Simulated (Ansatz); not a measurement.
# In2O3: the cost of one run

Program: Ansatz 0.2.0. Level of theory: DFT PBEsol, scalar-relativistic, plane waves, PAW. These are calculated values, not measurements.

4 further runs of the same task are left out: 4 set aside as unsound or not needed. Runs told in other sessions of the task aren't counted.

### Step 1. The starting structure

The cell holds 39 atoms (In16O23): a = 8.000 Å, b = 8.000 Å, c = 8.000 Å, α = 87.11°, β = 87.11°, γ = 87.11°.

The coordinates of this cell stand in the input of its own run.

The host was relaxed before at PBEsol: a = 5.512 Å, b = 5.512 Å, c = 14.537 Å, α = 90.00°, β = 90.00°, γ = 120.00° (conventional cell), 12.752 Å³/atom.

Places, in fractions of the supercell: a vacancy on O at (0.602, 0.250, 0.398). Its neighbours start displaced at random, with a spread of 0.03 Å in each coordinate.

### Step 2. Band edges of the host over the zone

File input.yaml:

```yaml
crystal:
  lattice:
    - [2.7562186985, 1.5913036075, 4.8456980282]
    - [-2.7562186985, 1.5913036075, 4.8456980282]
    - [0.0, -3.182607215, 4.8456980282]
  atoms:
    - { symbol: In, position: [0.642552798, 0.642552798, 0.642552798] }
    - { symbol: In, position: [0.857447202, 0.857447202, 0.857447202] }
    - { symbol: In, position: [0.357447202, 0.357447202, 0.357447202] }
    - { symbol: In, position: [0.142552798, 0.142552798, 0.142552798] }
    - { symbol: O, position: [0.0458555564, 0.75, 0.4541444436] }
    - { symbol: O, position: [0.75, 0.4541444436, 0.0458555564] }
    - { symbol: O, position: [0.4541444436, 0.0458555564, 0.75] }
    - { symbol: O, position: [0.9541444436, 0.25, 0.5458555564] }
    - { symbol: O, position: [0.5458555564, 0.9541444436, 0.25] }
    - { symbol: O, position: [0.25, 0.5458555564, 0.9541444436] }
basis:
  ecutwfc: 420
  xc_grid: 2
kpoints:
  mp_grid: { grid: [6, 6, 6] }
  band_path: { path: [VBM, CBM], npoints: 2 }
hamiltonian:
  xc: pbesol
scf:
  occupations: { method: gaussian, width: 0.02 }
output:
  forces: true
  stress: true
  eigenvalues: true
```

On the command line:

```console
$ ansatz run input.yaml --threads 8 --pin off --max-ram 16384MiB --backend cpu --events-out ev --progress --plain --runs-dir out
```

**Question.** How long does this run take on 8 threads of Arm Neoverse V1, shared host, and how much memory does it need?

About 8.2 s, with a peak of 0.71 GiB.
